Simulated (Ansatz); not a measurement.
# C4H8: which of these isomers lies lowest?

4 of its isomers, all singlets with charge 0: A = 1-butene `C=CCC`; B = cyclobutane `C1CCC1`; C = trans-2-butene `C/C=C/C`; D = cis-2-butene `C/C=C\C`.

Shapes, held fixed at every level: PBE0-D4/def2-TZVP. Flexible molecules stand in one conformer, not always the lowest. Programs: Ansatz 0.2.0.

Enthalpies at 298 K in kJ/mol, with harmonic thermal terms from PBE0-D4/def2-TZVP. Measured gas-phase heats of formation: A Active Thermochemical Tables; B CRC Handbook of Chemistry and Physics; C Active Thermochemical Tables; D Active Thermochemical Tables.

| level | kind | B − A | C − A | D − A |
| --- | --- | --- | --- | --- |
| SPW92/def2-TZVPP | LDA | +2.5 | -17.9 | -14.3 |
| BHLYP-D4/def2-TZVPP | global hybrid | +31.3 | -12.6 | -7.6 |
| PBE0-D4/def2-TZVPP | global hybrid | +11.9 | -14.8 | -10.3 |
| wB97M-V/def2-TZVPP | range-separated hybrid | +20.2 | -12.2 | -7.2 |
| MP2/def2-TZVPP | perturbation theory | +17.3 | -11.7 | -6.5 |
| CCSD/def2-SVP | coupled cluster or CI | +21.0 | -11.6 | -4.9 |
| CCSD(T)/def2-TZVPP | coupled cluster or CI | +24.4 | -10.8 | -5.6 |
| CCSD(T)/CBS estimate | coupled cluster or CI | +26.7 | -10.7 | -5.9 |
| measured | experiment | +27.7 | -11.2 | -7.3 |

Experiment puts C lowest of these. All levels agree on that. Mean absolute errors: CCSD(T)/CBS estimate 1.0; BHLYP-D4/def2-TZVPP 1.8; CCSD(T)/def2-TZVPP 1.8; wB97M-V/def2-TZVPP 2.9; CCSD/def2-SVP 3.2; MP2/def2-TZVPP 3.9; PBE0-D4/def2-TZVPP 7.5; SPW92/def2-TZVPP 13.0 kJ/mol. The CBS estimate extrapolates MP2 from def2-TZVPP and def2-QZVPP and adds CCSD(T) − MP2 in the triple-zeta set, cores frozen. Gaps this small can turn on the conformers taken.
